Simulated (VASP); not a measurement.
**KBr in VASP: how settings move the PBE single point**

Aim: see what changed inputs do to the PBE single point of KBr built on the rocksalt prototype, under +2.7 % biaxial strain in x and y, free along z.

Code: VASP 6.6.1. PAW datasets, plane waves. Computed at 0 K without zero-point motion; spin polarisation is off.

## 1. The system as given

The cell comes from an earlier relaxation with r2SCAN in another program, then strained, with the atoms relaxed again.

Space group I4/mmm (No. 139), tetragonal; a = 4.794 Å, c = 6.567 Å in the conventional setting, 37.74 Å³ an atom. K has 6 Br at 3.28–3.39 Å; Br has 6 K at 3.28–3.39 Å.

Coordinates:

```xyz
2
Lattice="0.0000 3.3901 3.2837 3.3901 0.0000 3.2837 3.3901 3.3901 0.0000" Properties=species:S:1:pos:R:3 pbc="T T T"
K     0.0000    0.0000    0.0000
Br    3.3901    3.3901    3.2837
```

## 2. Baseline

INCAR

```
ENCUT = 520.000000
SIGMA = 0.020000
EDIFF = 1.00e-07
GGA = PE
PREC = Accurate
IBRION = -1
ISIF = 2
ISMEAR = -1
NBANDS = 15
NELM = 120
NSW = 0
LASPH = .TRUE.
LCHARG = .FALSE.
LWAVE = .FALSE.
LREAL = .FALSE.
```

KPOINTS

```
KPOINTS created by Atomic Simulation Environment
0
Gamma
6 6 6
0 0 0
```

POSCAR

```
K  Br
 1.0000000000000000
     0.0000000000000000    3.3900876265000002    3.2836922681999998
     3.3900876265000002    0.0000000000000000    3.2836922681999998
     3.3900876265000002    3.3900876265000002    0.0000000000000000
 K   Br
   1   1
Cartesian
  0.0000000000000000  0.0000000000000000  0.0000000000000000
  3.3900876264999997  3.3900876264999997  3.2836922681999998
```

A file KPOINTS_OPT adds named points for the levels; it doesn't enter the self-consistent loop.

Potentials: the recommended PBE PAW datasets, 16 valence electrons.

The run is started by

```sh
> mpirun -np 1 vasp_std
```

## 3. Variant 1

Changes to INCAR since step 2:

```diff
@@ -15 +15,2 @@
 LREAL = .FALSE.
+ALGO = All
```

KPOINTS is that of step 2.

POSCAR is that of step 2.

## 4. Variant 2

Changes to INCAR since step 2:

```diff
@@ -1,2 +1 @@
-ENCUT = 520.000000
 SIGMA = 0.020000
@@ -15 +14,3 @@
 LREAL = .FALSE.
+MAXMIX = 10
+ENCUT = 700
```

KPOINTS is that of step 2.

POSCAR is that of step 2.

## 5. Variant 3

Changes to INCAR since step 2:

```diff
@@ -9,3 +9,2 @@
 NBANDS = 15
-NELM = 120
 NSW = 0
@@ -15 +14,3 @@
 LREAL = .FALSE.
+ALGO = Conjugate
+NELM = 78
```

KPOINTS is that of step 2.

POSCAR is that of step 2.

## 6. Variant 4

Changes to INCAR since step 2:

```diff
@@ -7,5 +7,3 @@
 ISIF = 2
-ISMEAR = -1
 NBANDS = 15
-NELM = 120
 NSW = 0
@@ -15 +13,3 @@
 LREAL = .FALSE.
+NELM = 76
+ISMEAR = -5
```

KPOINTS

```
KPOINTS created by Atomic Simulation Environment
0
Gamma
2 1 1
0 0 0
```

POSCAR is that of step 2.

Q: Predict the outcome of this session. Wanted: for each run, changed; ending; energy change; pressure; electronic steps; usable.

The runs gave:

| run | changed | ending | energy change (meV/atom) | pressure (GPa) | gap on the mesh (eV; negative: overlap) | electronic steps | time | usable |
| --- | --- | --- | --- | --- | --- | --- | --- | --- |
| ref. | – | converged | 0 | 0.1 | 4.30 | 15 | 44 s | yes |
| 1 | ALGO = All | converged | 0.0 | 0.1 | 4.30 | 18 | 36 s | yes |
| 2 | MAXMIX = 10, ENCUT = 700 | converged | 0.0 | 0.1 | 4.30 | 14 | 77 s | yes |
| 3 | ALGO = Conjugate, NELM = 78 | converged | 0.0 | 0.1 | 4.30 | 18 | 36 s | yes |
| 4 | ISMEAR = -5, mesh 2×1×1 | refused | – | – | – | – | 0.9 s | no |

What this shows: Of 4 altered inputs, 1 gave no result, 3 gave usable results.
